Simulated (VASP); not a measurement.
# GaAs: kinetic-energy density

GaAs, F-43m (no. 216), 2 atoms in the cell. PBE; PAW potentials As, Ga_d (PBE set).

## Input

INCAR:
```
SYSTEM = GaAs
  ALGO = Normal
  EDIFF = 1E-7
  ENCUT = 520
  ISIF = 2
  ISMEAR = 0
  LASPH = .True.
  LCHARG = .True.
  LREAL = .False.
  LTAU = .True.
  LWAVE = .False.
  NELM = 100
  PREC = Accurate
  SIGMA = 0.02
```

KPOINTS:
```
k-points
0
Gamma
  7 7 7
```

POSCAR:
```
GaAs
1.0
    0.0000000000      2.8268500000      2.8268500000
    2.8268500000      0.0000000000      2.8268500000
    2.8268500000      2.8268500000      0.0000000000
As Ga
1 1
Direct
    0.7500000000      0.7500000000      0.7500000000
    0.0000000000      0.0000000000      0.0000000000
```

Commands:
```
cat potpaw_PBE.64/As/POTCAR potpaw_PBE.64/Ga_d/POTCAR > POTCAR
mpirun -np 1 vasp_std > vasp.out
```

## Result

- Kinetic energy of the pseudo orbitals (eV): 167.00

VASP 6.6.1 took 9.5 s on 1 core (AMD EPYC 9R45 (Zen 5)), a shared host.
